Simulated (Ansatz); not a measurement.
Crystal: Al.

```
CELL_PARAMETERS angstrom
-1.59122 1.59122 1.59122
1.59122 -1.59122 1.59122
1.59122 1.59122 -1.59122
ATOMIC_POSITIONS crystal
Al 0.00000 0.00000 0.00000
```

This isn't the form of Al at room conditions, which is fcc.

Base run:

| Item | Value |
| --- | --- |
| Program | Ansatz 0.2.0 |
| Functional | revPBE |
| Potentials or basis | Ansatz PAW |
| Cutoff | 420 eV (not typed: the program's choice for these potentials) |
| k mesh | 12 × 12 × 12 |
| Occupations | fermi-dirac, width 0.05 eV |
| Spin | no spin polarisation |

Its results: band gap on the k mesh none (metal or under the smearing width); pressure 5.0 GPa.

Problem. The run is repeated on the same cell with these changes: functional from revPBE to PBEsol. What comes out?

Solution. Band gap on the k mesh none (metal or under the smearing width); pressure 2.2 GPa.

PBEsol binds more tightly than revPBE, so the same cell stands under less pressure.

Caveats: the PAW data sets come from PBE, with cores solved anew for the run's functional, which leaves a small shift of forces and pressure.
